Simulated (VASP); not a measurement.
# W (Im-3m) in VASP: band structure with PBE

Aim: the band structure of W with PBE.

Program: VASP 6.6.1. These are calculated values, not measurements. Logs are shortened: lines on timing, memory, paths and dates and some standing lists are left out, and cuts for length are marked.

## (1) Starting point

Symmetry: Im-3m, No. 229, cubic system. Conventional cell: a = 3.184 Å, b = 3.184 Å, c = 3.184 Å, α = 90.00°, β = 90.00°, γ = 90.00°. W (site symmetry m-3m) is surrounded by 8 W at 2.76 Å.

## (2) Band structure, PBE

The input, INCAR:

```
SYSTEM = W
PREC = Accurate
ENCUT = 520
EDIFF = 1E-6
ISMEAR = 0
SIGMA = 0.1
LREAL = .False.
LASPH = .True.
NELM = 60
ALGO = Normal
ISIF = 2
LWAVE = .False.
LCHARG = .False.
LMAXMIX = 4
GGA = PE
NBANDS = 13
```

The input, KPOINTS:

```
Automatic mesh
0
Gamma
  18 18 18
  0 0 0
```

The input, POSCAR:

```
W
1.0
   -1.5917780000      1.5917780000      1.5917780000
    1.5917780000     -1.5917780000      1.5917780000
    1.5917780000      1.5917780000     -1.5917780000
W
1
Direct
    0.0000000000      0.0000000000      0.0000000000
```

The input, KPOINTS_OPT:

```
path GHNGPH,PN
10
line-mode
reciprocal
 0.0000000000  0.0000000000  0.0000000000  G
 0.5000000000 -0.5000000000  0.5000000000  H

 0.5000000000 -0.5000000000  0.5000000000  H
 0.0000000000  0.0000000000  0.5000000000  N

 0.0000000000  0.0000000000  0.5000000000  N
 0.0000000000  0.0000000000  0.0000000000  G

 0.0000000000  0.0000000000  0.0000000000  G
 0.2500000000  0.2500000000  0.2500000000  P

 0.2500000000  0.2500000000  0.2500000000  P
 0.5000000000 -0.5000000000  0.5000000000  H

 0.2500000000  0.2500000000  0.2500000000  P
 0.0000000000  0.0000000000  0.5000000000  N
```

Potentials or basis: VASP PAW PBE potentials, release 64 (W_sv).

Run with:

```
$ cat potpaw_PBE.64/W_sv/POTCAR > POTCAR
$ mpirun -np 1 vasp_std > vasp.out
```

OUTCAR:

```text
SYSTEM = W
   PREC = Accurate
   ENCUT = 520
   EDIFF = 1E-6
   ISMEAR = 0
   LREAL = .False.
   LASPH = .True.
   NELM = 60
   ISIF = 2
   GGA = PE

 ion  position               nearest neighbor table
   1  0.000  0.000  0.000-

  LATTYP: Found a body centered cubic cell.
 ALAT       =     3.1835560000

  Lattice vectors:

 A1 = (  -1.5917780000,   1.5917780000,   1.5917780000)
 A2 = (   1.5917780000,  -1.5917780000,   1.5917780000)
 A3 = (   1.5917780000,   1.5917780000,  -1.5917780000)

Analysis of symmetry for initial positions (statically):
=====================================================================
 Subroutine PRICEL returns:
 Original cell was already a primitive cell.

 Routine SETGRP: Setting up the symmetry group for a
 body centered cubic supercell.

 Subroutine GETGRP returns: Found 48 space group operations
 (whereof 48 operations were pure point group operations)
 out of a pool of 48 trial point group operations.

The static configuration has the point symmetry O_h .

Analysis of symmetry for dynamics (positions and initial velocities):
=====================================================================
 Subroutine PRICEL returns:
 Original cell was already a primitive cell.

 Routine SETGRP: Setting up the symmetry group for a
 body centered cubic supercell.

 Subroutine GETGRP returns: Found 48 space group operations
 (whereof 48 operations were pure point group operations)
 out of a pool of 48 trial point group operations.

The dynamic configuration has the point symmetry O_h .

 Subroutine INISYM returns: Found 48 space group operations
 (whereof 48 operations are pure point group operations),
 and found     1 'primitive' translations

----------------------------------------------------------------------------------------

                                     Primitive cell

  volume of cell :      16.1327

  direct lattice vectors                    reciprocal lattice vectors
    -1.591778000  1.591778000  1.591778000     0.000000000  0.314114154  0.314114154
     1.591778000 -1.591778000  1.591778000     0.314114154  0.000000000  0.314114154
     1.591778000  1.591778000 -1.591778000     0.314114154  0.314114154  0.000000000

  length of vectors
     2.757040370  2.757040370  2.757040370     0.444224497  0.444224497  0.444224497

  position of ions in fractional coordinates (direct lattice)
     0.000000000  0.000000000  0.000000000

  ion indices of the primitive-cell ions
   primitive index   ion index
                 1           1

----------------------------------------------------------------------------------------

 KPOINTS: Automatic mesh

Automatic generation of k-mesh.
 Grid dimensions read from file:
 generate k-points for:   18   18   18

 Generating k-lattice:

  Cartesian coordinates                     Fractional coordinates (reciprocal lattice)
     0.000000000  0.017450786  0.017450786     0.055555556  0.000000000  0.000000000
     0.017450786  0.000000000  0.017450786     0.000000000  0.055555556  0.000000000
     0.017450786  0.017450786  0.000000000     0.000000000  0.000000000  0.055555556

  Length of vectors
     0.024679139  0.024679139  0.024679139

  Shift w.r.t. Gamma in fractional coordinates (k-lattice)
     0.000000000  0.000000000  0.000000000

 Subroutine IBZKPT returns following result:
 ===========================================

 Found    195 irreducible k-points:

 Following reciprocal coordinates:
            Coordinates               Weight
  0.000000  0.000000  0.000000      1.000000
  0.055556  0.000000  0.000000     12.000000
  0.111111  0.000000  0.000000     12.000000
  0.166667  0.000000  0.000000     12.000000
  0.222222  0.000000  0.000000     12.000000
  0.277778  0.000000  0.000000     12.000000
[... 16 lines left out ...]
  0.333333  0.111111 -0.000000     48.000000
  0.388889  0.111111  0.000000     48.000000
 [... further k-points ...]
   k-points           NKPTS =    195   k-points in BZ     NKDIM =    195   number of bands    NBANDS=     13
   number of dos      NEDOS =    301   number of ions     NIONS =      1
   total plane-waves  NPLWV =  13824
   dimension x,y,z NGX =    24 NGY =   24 NGZ =   24
   dimension x,y,z NGXF=    48 NGYF=   48 NGZF=   48
   ions per type =               1
   NGX,Y,Z   is equivalent  to a cutoff of  14.47, 14.47, 14.47 a.u.
   NGXF,Y,Z  is equivalent  to a cutoff of  28.94, 28.94, 28.94 a.u.
 SYSTEM =  W
   PREC   = accura    normal or accurate (medium, high low for compatibility)
   ISTART =      0    job   : 0-new  1-cont  2-samecut
   ICHARG =      2    charge: 1-file 2-atom 10-const
   ISPIN  =      1    spin polarized calculation?
   LNONCOLLINEAR =      F non collinear calculations
   LSORBIT =      F    spin-orbit coupling
   LASPH  =      T    aspherical Exc in radial PAW
   ENCUT  =  520.0 eV  38.22 Ry    6.18 a.u.   5.13  5.13  5.13*2*pi/ulx,y,z
   NELM   =     60;   NELMIN=  2; NELMDL= -5     # of ELM steps
   EDIFF  = 0.1E-05   stopping-criterion for ELM
   LREAL  =      F    real-space projection
   EDIFFG = 0.1E-04   stopping-criterion for IOM
   NSW    =      0    number of steps for IOM
   IBRION =     -1    ionic relax: 0-MD 1-quasi-New 2-CG
   NFREE  =      0    steps in history (QN), initial steepest desc. (CG)
   ISIF   =      2    stress and relaxation
   ISYM   =      2    0-nonsym 1-usesym 2-fastsym
   POTIM  = 0.5000    time-step for ionic-motion
   TEBEG  =    0.0;   TEEND  =   0.0 temperature during run
   PSTRESS=    0.0 pullay stress
   NELECT =      14.0000    total number of electrons
   NUPDOWN=      -1.0000    fix difference up-down
   EMIN   =  10.00;   EMAX   =-10.00  energy-range for DOS
   EFERMI =   0.00;   METHOD = LEGACY
   ISMEAR =     0;   SIGMA  =   0.10  broadening in eV -4-tet -1-fermi 0-gaus
   EFERMI_NEDOS =   21; number of points for ismear=-14 and -15
   IALGO  =     38    algorithm
   IMIX   =      4    mixing-type and parameters
     AMIX     =   0.40;   BMIX     =  1.00
     AMIX_MAG =   1.60;   BMIX_MAG =  1.00
  volume/ion in A,a.u.               =      16.13       108.87
  Fermi-wavevector in a.u.,A,eV,Ry     =   1.561523  2.950850 33.175816  2.438354
  Thomas-Fermi vector in A             =   2.664576
   LORBIT       =      0    0 simple, 1 ext, 2 COOP (PROOUT), +10 PAW based schemes
   GGA     = PE    functional components
   LHFCALC =     F    Hartree Fock is set to
   AEXX    =    0.0000 exact exchange contribution
   IVDW    =     0    specifies the selected vdW correction
   LEPSILON=     F    determine dielectric tensor
   LRPA    =     F    only Hartree local field effects (RPA)
 non-spin polarized calculation
 Gauss-broadening in eV      SIGMA  =   0.10
  energy-cutoff  :      520.00
  volume of cell :       16.13
 maximum number of plane-waves:       466
 NGX is ok and might be reduce to    24
   NGX = 11   NGY = 11   NGZ = 11

 number of electron      14.0000002 magnetization

 Free energy of the ion-electron system (eV)
  ---------------------------------------------------
  ext. energy  EPLUGINS =         0.00000000
  ---------------------------------------------------
  free energy    TOTEN  =       -12.95114106 eV

  energy without entropy =      -12.94756930  energy(sigma->0) =      -12.94935518

 E-fermi :  11.1895     XC(G=0): -13.5408

 val. band max:       11.1854181799   @ k =  -0.2778   0.3333   0.2222
 cond. band min:      11.2016797108   @ k =   0.5000   0.5000   0.2222
 fundamental gap:      0.0162615309
 Fermi energy:        11.1895328458

 k-point     1 :       0.0000    0.0000    0.0000
  band No.  band energies     occupation
      1     -63.0110      2.00000
      2     -26.5987      2.00000
      3     -26.5987      2.00000
      4     -26.5987      2.00000
      5       1.6510      2.00000
      6       9.9934      2.00000
      7       9.9934      2.00000
      8       9.9934      2.00000
      9      13.4129      0.00000
     10      13.4129      0.00000
     11      25.6672      0.00000
     12      25.6672      0.00000
     13      25.6672      0.00000

 k-point     2 :       0.0556    0.0000    0.0000
  band No.  band energies     occupation
      1     -63.0073      2.00000
      2     -26.6382      2.00000
      3     -26.6111      2.00000
      4     -26.5989      2.00000
      5       1.7978      2.00000
      6       9.9041      2.00000
      7       9.9736      2.00000
      8      10.1344      2.00000
      9      13.2693      0.00000
     10      13.4137      0.00000
     11      25.7926      0.00000
     12      25.9171      0.00000
     13      26.0254      0.00000

 k-point     3 :       0.1111    0.0000    0.0000
  band No.  band energies     occupation
      1     -62.9966      2.00000
      2     -26.7510      2.00000
      3     -26.6466      2.00000
      4     -26.5993      2.00000
      5       2.2222      2.00000
      6       9.6573      2.00000
      7       9.8877      2.00000
      8      10.5531      2.00000
      9      12.9607      0.00000
     10      13.4234      0.00000
     11      26.1058      0.00000
     12      26.6441      0.00000
     13      26.9375      0.00000
[... 305 lines left out ...]
 k-point    23 :       0.3333    0.1111   -0.0000
  band No.  band energies     occupation
      1     -62.8971      2.00000
      2     -27.6553      2.00000
      3     -26.9862      2.00000
      4     -26.6573      2.00000
      5       5.4489      2.00000
      6       7.9950      2.00000
      7       9.8652      2.00000
      8      13.0975      0.00000
      9      14.2518      0.00000
     10      16.4470      0.00000
     11      22.9970      0.00000
     12      24.4165      0.00000
     13      28.7519      0.00000

 k-point    24 :       0.3889    0.1111    0.0000
  band No.  band energies     occupation
      1     -62.8869      2.00000
      2     -27.7387      2.00000
      3     -27.0276      2.00000
      4     -26.6586      2.00000
      5       5.4562      2.00000
      6       7.8560      2.00000
      7      10.5773      2.00000
      8      13.1789      0.00000
      9      14.4734      0.00000
     10      17.4669      0.00000
     11      21.8669      0.00000
     12      23.6676      0.00000
     13      27.7500      0.00000

 [... further k-points ...]

------------------------ aborting loop because EDIFF is reached ----------------------------------------

  FORCE on cell =-STRESS in cart. coord.  units (eV):
  Direction    XX          YY          ZZ          XY          YZ          ZX
  --------------------------------------------------------------------------------------
  -------------------------------------------------------------------------------------
  Total        0.0488245      0.0488245      0.0488245      0.0000000      0.0000000     -0.0000000
  in kB        4.8488759      4.8488759      4.8488759      0.0000000      0.0000000     -0.0000000
  external PRESSURE =       4.8488759 kB  Pullay stress =       0.0000000 kB

 VOLUME and BASIS-vectors are now :
 -----------------------------------------------------------------------------
  energy-cutoff  :      520.00
  volume of cell :       16.13
      direct lattice vectors                 reciprocal lattice vectors
    -1.591778000  1.591778000  1.591778000     0.000000000  0.314114154  0.314114154
     1.591778000 -1.591778000  1.591778000     0.314114154  0.000000000  0.314114154
     1.591778000  1.591778000 -1.591778000     0.314114154  0.314114154  0.000000000

 POSITION                                       TOTAL-FORCE (eV/Angst)
 -----------------------------------------------------------------------------------
      0.00000      0.00000      0.00000         0.000000     -0.000000      0.000000
 -----------------------------------------------------------------------------------
    total drift:                                0.000000      0.000000     -0.000000

  FREE ENERGIE OF THE ION-ELECTRON SYSTEM (eV)
  ---------------------------------------------------
  free  energy   TOTEN  =       -12.9511410563 eV

  energy  without entropy=      -12.9475693025  energy(sigma->0) =      -12.94935518
```

Run time: 15 s. Hardware: 1 thread of Intel Xeon 6975P-C (Granite Rapids), shared host; peak memory 0.18 GiB.

Results:

```
Free energy             : -12.9511 eV
Pressure                : 0.5 GPa
Band gap along the path : none (metal or under the smearing width)
```

Levels at the corners of the path, in eV from the Fermi level:
```csv
point,band 5,band 6,band 7,band 8,band 9,band 10
Γ,-9.54,-1.20,-1.20,-1.20,2.22,2.22
H,-5.69,-5.69,5.04,5.04,5.04,8.11
H,-5.69,-5.69,5.04,5.04,5.04,8.11
N,-6.16,-3.48,0.62,2.11,3.06,6.00
N,-6.16,-3.48,0.62,2.11,3.06,6.00
Γ,-9.54,-1.20,-1.20,-1.20,2.22,2.22
Γ,-9.54,-1.20,-1.20,-1.20,2.22,2.22
P,-2.92,-2.92,-2.92,3.22,3.22,6.45
P,-2.92,-2.92,-2.92,3.22,3.22,6.45
H,-5.69,-5.69,5.04,5.04,5.04,8.11
P,-2.92,-2.92,-2.92,3.22,3.22,6.45
N,-6.16,-3.48,0.62,2.11,3.06,6.00
```

Caveat: spin-orbit coupling is left out, which moves the levels of the heavy elements.
